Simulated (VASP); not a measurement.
Set up this calculation in VASP 6.6.1, as the native input.

```yaml
Task: relaxation of cell and atoms
Functional: PBE
Dispersion: D3
Potentials_or_basis: VASP PAW PBE potentials, release 64 (S, Mg)
Cutoff: 600 eV
k_mesh: 9 × 9 × 9
Occupations: fermi-dirac, width 0.05 eV
Spin: no spin polarisation
Further_INCAR_settings: ALGO = Normal; EDIFF = 1e-06; IBRION = 2; EDIFFG = -0.01; NSW = 40; ISIF = 3
```

The structure of MgS (Niningerite) lies in POSCAR:

```
MgS
1.0
    0.0000000000      2.6016500000      2.6016500000
    2.6016500000      0.0000000000      2.6016500000
    2.6016500000      2.6016500000      0.0000000000
S Mg
1 1
Direct
    0.5000000000      0.5000000000      0.5000000000
    0.0000000000      0.0000000000      0.0000000000
```

One way to write it, as run:

INCAR

```
SYSTEM = MgS
  ALGO = Normal
  EDIFF = 1E-6
  EDIFFG = -0.01
  ENCUT = 600
  GGA = PE
  IBRION = 2
  ISIF = 3
  ISMEAR = -1
  IVDW = 11
  LASPH = .True.
  LCHARG = .False.
  LREAL = .False.
  LWAVE = .False.
  NELM = 100
  NSW = 40
  PREC = Accurate
  SIGMA = 0.05
```

KPOINTS

```
k-points
0
Gamma
  9 9 9
  0 0 0
```

Potentials or basis: VASP PAW PBE potentials, release 64 (S, Mg).

Launch:

```console
$ cat potpaw_PBE.64/S/POTCAR potpaw_PBE.64/Mg/POTCAR > POTCAR
$ mpirun -np 1 vasp_std > vasp.out
```

Results of the run:

The relaxed volume is 17.47 Å³/atom. The relaxed cell is a = 3.670 Å, b = 3.670 Å, c = 3.670 Å, α = 60.00°, β = 60.00°, γ = 60.00°, the space group after relaxing (to 0.05 Å) is Fm-3m (No. 225) and the energy gained by relaxing is 0.3 meV/atom. The ionic steps are 3. The pressure after relaxing is 0.0 GPa and the band gap on the k mesh is 2.92 eV, indirect (least direct gap 3.77 eV). The dispersion energy per atom is -0.231 eV.

Caveat: an odd mesh through Γ misses points on the zone boundary, where band edges often lie.

Run time: 17 s on 1 thread of Intel(R) Xeon(R) 6975P-C (Granite Rapids), with other jobs on the host, peak memory 0.18 GiB.
